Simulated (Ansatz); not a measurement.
Al₃Cu₂: strain energy, fitted

Al₃Cu₂, P-3m1, a = 4.102 Å, c = 4.990 Å. The structure is a Materials Project entry; whether it is the stable form wasn't checked. Ansatz: r2SCAN, PAW, 500 eV, Γ-centred 12×12×8 mesh on 5 atoms, Gaussian smearing 0.10 eV; no spin polarisation. Series: equal strain along all axes, cell held, atoms relaxed; x is the strain in per cent. y is the free energy over the unstrained cell, V0 = 14.541 Å³/atom.

```tsv
x (%)	y (meV/atom)
-3.0	?
-2.0	20.57
-1.0	4.95
0.0	0.00
1.0	4.65
2.0	17.90
3.0	38.74
```

Problem. Fit y = c2 x² + c3 x³ to the other rows, turn c2 into a modulus, and predict the missing energy.

Solution. Least squares on the rows shown. y = 4.8072 x² − 0.16744 x³. In eV per unit strain² c2 is 48.07; the stiffness is B for this strain (E = 9/2 B V0 ε², shape held): 2 × 48.07 × 160.2 / (9 × 14.541) = 118 GPa. At x = -3.0 the fit asked for gives 47.79 meV/atom. The run gave 47.99 meV/atom, so the fit is 0.20 meV/atom too low, 0.42 % of the span of the series, against an rms of 0.01 meV/atom on the fitted rows. The row lies outside the fitted range. With a term in x⁴ added, a fit to the same known rows predicts 47.75 meV/atom, no real gain.